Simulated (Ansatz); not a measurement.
C3H6O, SMILES `C[C](C)[O]` (triplet), relaxed with UKS PBE-D4/def2-SVP in Ansatz 0.2.0 from a rough embedded geometry. The force threshold is 0.03 eV/Å; the program also tests the step.

Charge 0, multiplicity 3.

Start:

```xyz
10

C     1.030   -0.451   -0.592
C    -0.491   -0.296   -0.442
C    -0.818    0.425    0.874
O    -1.162    0.035   -1.486
H     1.211   -1.026   -1.496
H     1.526    0.521   -0.680
H     1.415   -0.978    0.276
H    -0.378   -0.132    1.697
H    -1.900    0.452    0.970
H    -0.432    1.449    0.879
```

| step | energy (eV) | largest force (eV/Å) | largest move (Å) |
| --- | --- | --- | --- |
| 1 | -5242.2038 | 1.363 | 0.000 |
| 2 | -5242.2972 | 0.808 | 0.054 |
| 3 | -5242.3144 | 0.200 | 0.040 |
| 4 (rejected) | -5242.3139 | 0.293 | 0.058 |
| 5 | -5242.3177 | 0.015 | 0.028 |

End:

```xyz
10

C     1.043   -0.477   -0.627
C    -0.452   -0.287   -0.398
C    -0.863    0.427    0.885
O    -1.106    0.117   -1.463
H     1.226   -1.092   -1.530
H     1.570    0.501   -0.762
H     1.471   -0.995    0.254
H    -0.408   -0.106    1.744
H    -1.964    0.421    1.001
H    -0.518    1.491    0.897
```

Run time 12 s (4 threads of an Intel Xeon Platinum 8259CL on a shared host); peak host memory 0.16 GiB.
